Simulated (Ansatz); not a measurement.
A run of Ansatz 0.2.0:

Contents of input:

```
crystal:
  lattice:
    - [0.0, 2.43651343, 2.43651343]
    - [2.43651343, 0.0, 2.43651343]
    - [2.43651343, 2.43651343, 0.0]
  atoms:
    - { symbol: Mn, position: [0.0, 0.0, 0.0], spin: 4.0 }
    - { symbol: O, position: [0.25, 0.25, 0.25] }
hamiltonian:
  xc: { exchange: pbe, correlation: pbe, exx: { coeff: 0.25, omega: 0.3 } }
  pseudopotentials: { kind: paw }
magnetization:
  spin_polarized: true
kpoints:
  mp_grid: { grid: [5, 5, 5] }
scf:
  occupations: { method: fermi_dirac, width: 0.05 }
output:
  forces: true
  stress: true
  eigenvalues: true
  write_density: true
  write_potential: true
  elf: true
  volumetric_format: npy
relax:
  f_tol: 0.01
  max_steps: 40
  cell: { stress_tol: 0.05 }
```

Hardware: 1 × NVIDIA H100 80GB HBM3 with 2 threads of AMD EPYC 7R13 Processor (Zen 3), with other jobs on the host.

Q: How long does it take, and how much memory?

A: It took 80 s on 1 × NVIDIA H100 80GB HBM3 with 2 threads of AMD EPYC 7R13 Processor (Zen 3), on a shared host, peak memory 1.7 GiB. Counts: scf iterations 119, plane waves 531, k points 10, bands 17, ion steps 7.
